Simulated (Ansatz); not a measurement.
**BaTiO3: moving Ba off its site**

BaTiO3, Pm-3m, a = 3.994 Å. The structure is a COD entry; whether it is the stable form wasn't checked. Ansatz: r2SCAN, PAW, 500 eV, Γ-centred 8×8×8 mesh on 5 atoms, Gaussian smearing 0.05 eV; no spin polarisation.

```
Ba Ti O
1.0
     3.99404    0.00000    0.00000
     0.00000    3.99404    0.00000
     0.00000    0.00000    3.99404
Ba Ti O
1 1 3
Direct
  0.50000 0.50000 0.50000
  0.00000 0.00000 0.00000
  0.50000 0.00000 0.00000
  0.00000 0.50000 0.00000
  0.00000 0.00000 0.50000
```

Atom 1 (Ba) moves by x along the unit vector (0.000, -0.707, -0.707), with its periodic images; all else is held. y is the free energy of the cell over the start, F the force along the path summed over the moved atoms. Symmetry makes y even in x.

| x (Å) | y (meV) | F (eV/Å) |
| --- | --- | --- |
| -0.1000 | ? | ? |
| -0.0333 | 3.74 | 0.22 |
| 0.0000 | 0.00 | 0.00 |
| 0.0167 | 0.94 | -0.11 |
| 0.0500 | 8.44 | -0.34 |
| 0.0667 | 15.04 | -0.45 |
| 0.0833 | 23.51 | -0.57 |

Question: Fit y = c2 x² + c4 x⁴ to the energies of the other rows, give the force constant, and predict energy and force of the missing row.

Answer: Least squares on the rows shown. y = 3368.5 x² + 2818.5 x⁴. The force constant is 2 c2 = 6.74 eV/Å² (for all images moving together, not for a lone atom). The force −dy/dx at the missing row is 0.68 eV/Å (computed 0.69). At x = -0.1000 the fit asked for gives 33.97 meV. The run gave 33.97 meV, the same to the digits shown. The form still works here, 20 % of the fitted range beyond its end.

Symmetry holds off the tilts and polar distortions that many cubic perovskites undergo.

Cost: 7 runs of about 5.2 core-minutes in all, on AMD EPYC (Zen 3) (shared hosts).

The energy rises on both sides of the ideal Ba site and is almost purely harmonic, with the small positive quartic term adding a slight stiffening. Ba therefore shows no tendency to leave its site along this path while the Ti–O framework stays rigid. The path points straight at one of the twelve surrounding oxygens, so the restoring force probably reflects closed-shell repulsion between the large Ba ion and the oxygen cage, outweighing the electrostatic gain from moving off centre. Ba²⁺ also lacks the lone pair that helps Pb²⁺ move off centre in related perovskites.

This single well doesn't conflict with the ferroelectricity of BaTiO3, which arises mainly from Ti moving against O, aided by hybridisation between Ti 3d and O 2p states. A positive force constant for the Ba sublattice alone can coexist with an unstable polar mode in which several sublattices move together. Cubic site symmetry makes the harmonic term the same in every direction, but the quartic term belongs to this direction only.
